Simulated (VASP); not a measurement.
Input of a VASP 6.6.1 run:

INCAR

```
SYSTEM = Bi
ALGO = Normal
EDIFF = 1E-6
EDIFFG = -0.002
ENCUT = 600
GGA = PS
IBRION = 2
ISIF = 3
ISMEAR = -1
LASPH = .TRUE.
LCHARG = .FALSE.
LREAL = .FALSE.
LWAVE = .FALSE.
NELM = 100
NSW = 80
PREC = Accurate
PSTRESS = 101.0
SIGMA = 0.1
```

The input KPOINTS:

```
k-points
0
G
  16 16 16
  0 0 0
```

The input POSCAR:

```
Bi
1.0
   -1.8777521352      1.8777521352      1.8777521352
    1.8777521352     -1.8777521352      1.8777521352
    1.8777521352      1.8777521352     -1.8777521352
Bi
1
Direct
    0.0000000000      0.0000000000      0.0000000000
```

Potentials or basis: VASP PAW PBE potentials, release 64 (Bi_d).

Command:

```console
$ cat potpaw_PBE.64/Bi_d/POTCAR > POTCAR
$ mpirun -np 1 vasp_std > vasp.out
```

Problem. Predict the relaxed cell.

Solution. a = 3.252 Å, b = 3.252 Å, c = 3.252 Å, α = 109.47°, β = 109.47°, γ = 109.47°.

Problem. Predict the band gap on the k mesh.

Solution. None (metal or under the smearing width).

Problem. Estimate the space group after relaxing (to 0.05 Å).

Solution. Im-3m (No. 229).

Problem. Predict the relaxed volume.

Solution. 26.48 Å³/atom.

Final structure:
```xyz
1
Lattice="-1.8776 1.8776 1.8776 1.8776 -1.8776 1.8776 1.8776 1.8776 -1.8776" Properties=species:S:1:pos:R:3 pbc="T T T"
Bi    0.0000    0.0000    0.0000
```

Caveat: the cell is relaxed towards a set pressure, so the enthalpy falls and the energy may rise; the PAW data sets were made with another functional, which shifts forces and pressure a little; spin-orbit coupling is left out, which moves the levels of the heavy elements.
